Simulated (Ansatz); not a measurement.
# CuO, one cell by several methods

```
CELL_PARAMETERS angstrom
3.14794 0.00000 0.00000
-1.57397 2.72620 0.00000
0.00000 0.00000 5.38604
ATOMIC_POSITIONS crystal
Cu 0.33333 0.66667 0.00882
Cu 0.66667 0.33333 0.50882
O 0.33333 0.66667 0.36718
O 0.66667 0.33333 0.86718
```

Atoms are numbered in the order listed.

The structure comes from a relaxation in the same program, started in the wurtzite type, and has space group P6_3mc. Whether it is a known phase or the ground state wasn't checked.

Without spin polarisation or U, such a compound can come out metallic where the real one is a magnetic insulator.

Methods: DFT, PBE, PAW with Ansatz's default frozen-core files, scalar-relativistic (Ansatz 0.2.0); DFT, PBE, all-electron PAW with datasets made for the crystal, scalar-relativistic (Ansatz 0.2.0); DFT, PBE, all-electron LAPW, scalar-relativistic (Ansatz 0.2.0).

For PAW: a Γ-centred 13×13×7 k mesh, Fermi–Dirac smearing of 0.05 eV, cutoff 420 eV, no spin polarisation. The crystal-made all-electron datasets (AE datasets) take a cutoff of 480 eV at this cell. LAPW targets a basis error of 1 meV/atom. The Ansatz runs share mesh, smearing and spin set-up. Plane-wave (PAW) pressures include the program's estimate of the Pulay term.

Stress and pressure are positive in compression.

In a metal, gradients converge slowly with the k mesh: the values move by tens of per cent from one mesh to another, at times in sign, so only the comparison on one mesh counts.

Levels count from the Fermi level.

```tsv
quantity	PAW	AE datasets	LAPW
pressure (GPa)	0.00	0.03	0.03
highest filled level at H (eV)	-0.489	-0.489	-0.489
lowest empty level at H (eV)	7.983	7.982	7.982
highest filled level at A (eV)	-0.797	-0.795	-0.795
lowest empty level at A (eV)	0.312	0.311	0.311
highest filled level at K (eV)	-0.451	-0.451	-0.451
lowest empty level at K (eV)	7.534	7.531	7.531
field gradient Vzz at Cu1 (10²¹ V/m²)	-0.89	-0.88	–
```

PAW's pressure differs from the LAPW value by -0.02 GPa.
